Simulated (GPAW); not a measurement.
Runs of GPAW 26.7.0 on Os. It takes space group Fm-3m (No. 225, cubic). Conventional cell: a = 3.890 Å, b = 3.890 Å, c = 3.890 Å, α = 90.00°, β = 90.00°, γ = 90.00°. Os (site symmetry m-3m) has 12 Os at 2.75 Å as nearest neighbours. This isn't the form of Os at room conditions, which is hcp.

| level | potentials or basis | U | cell | smearing | gap on the mesh (eV) | pressure (GPa) |
| --- | --- | --- | --- | --- | --- | --- |
| r2SCAN+U | GPAW PAW data sets (gpaw-data 1.2.1), pw | Os d U = 3.5 eV | volume scaled by 0.88 | fermi-dirac 0.05 eV | none | 27.2 |
| r2SCAN+D3(BJ)+U | GPAW PAW data sets (gpaw-data 1.2.1), pw | Os d U = 5 eV | as given | gaussian 0.05 eV | none | -20.0 |
| PBEsol | PAW data sets generated in the run's folder for this functional, pw | - | as given | gaussian 0.02 eV | none | -22.6 |
| PBE | GPAW PAW data sets (gpaw-data 1.2.1), pw | - | as given | gaussian 0.02 eV | none | (a) |

Alike in all rows: task single point; no spin polarisation; k mesh 12 × 12 × 12; cutoff (eV) 600.

Task: Fill in the values left out.

Result: (a) -12.0.

Caveats: the PAW data sets were made with another functional, which shifts forces and pressure a little (some runs); U without spin polarisation on a metal has little footing (some runs); the U is typed as a test and isn't derived for this compound (some runs); pairwise dispersion overbinds metals, which lowers pressure and volume (some runs); so large a pressure means that the cell lies far from this level's equilibrium, or that cutoff or potentials fall short (some runs).

A k mesh can miss the band edges, and the runs leave out spin-orbit coupling on Os.

A gap of «none» marks a metal or a gap under the smearing width.
